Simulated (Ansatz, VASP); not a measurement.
## Sn in VASP and in Ansatz

File INCAR:

```
SYSTEM = Sn
PREC = Accurate ; ENCUT = 520
EDIFF = 1E-6 ; ISMEAR = -1
SIGMA = 0.05 ; LREAL = .FALSE.
LASPH = .TRUE. ; NELM = 100
ALGO = Normal ; ISIF = 2
LWAVE = .FALSE. ; LCHARG = .FALSE.
NBANDS = 13
```

KPOINTS

```
Automatic mesh
0
G
  10 10 10
  0 0 0
```

Contents of POSCAR:

```
Sn
1.0
   -1.9318112889      1.9318112889      1.9318112889
    1.9318112889     -1.9318112889      1.9318112889
    1.9318112889      1.9318112889     -1.9318112889
Sn
1
Direct
    0.0000000000      0.0000000000      0.0000000000
```

The input input.yaml:

```yaml
crystal:
  lattice:
    - [-1.9318112889, 1.9318112889, 1.9318112889]
    - [1.9318112889, -1.9318112889, 1.9318112889]
    - [1.9318112889, 1.9318112889, -1.9318112889]
  atoms:
    - { symbol: Sn, position: [0.0, 0.0, 0.0] }
hamiltonian:
  xc: lda
  pseudopotentials: { kind: paw }
kpoints:
  mp_grid: { grid: [10, 10, 10] }
scf:
  occupations: { method: fermi_dirac, width: 0.05 }
output:
  forces: true
  stress: true
  eigenvalues: true
```

This isn't the form of Sn at room conditions, which is tetragonal (white tin).

Alike in both runs: task single point; functional LDA; k mesh 10 × 10 × 10; occupations fermi-dirac, width 0.05 eV; no spin polarisation.

|  | VASP | Ansatz |
| --- | --- | --- |
| version | VASP 6.6.1 | Ansatz 0.2.0 |
| potentials or method | VASP PAW LDA potentials, release 64 (Sn_d) | Ansatz PAW |
| plane-wave cutoff (eV) | 520 | 420 |
| valence electrons in the cell | 14 | 14 |

```tsv
	VASP	Ansatz	Ansatz less VASP
gap on the k mesh at the Fermi level (eV)	none	none	-
pressure (GPa)	-5.4	-5.4	+0.06
```

A gap of «none» marks a metal or a gap that the smearing closes.

Caveats: the PAW data sets come from PBE, with cores solved anew for the run's functional, which leaves a small shift of forces and pressure (Ansatz).
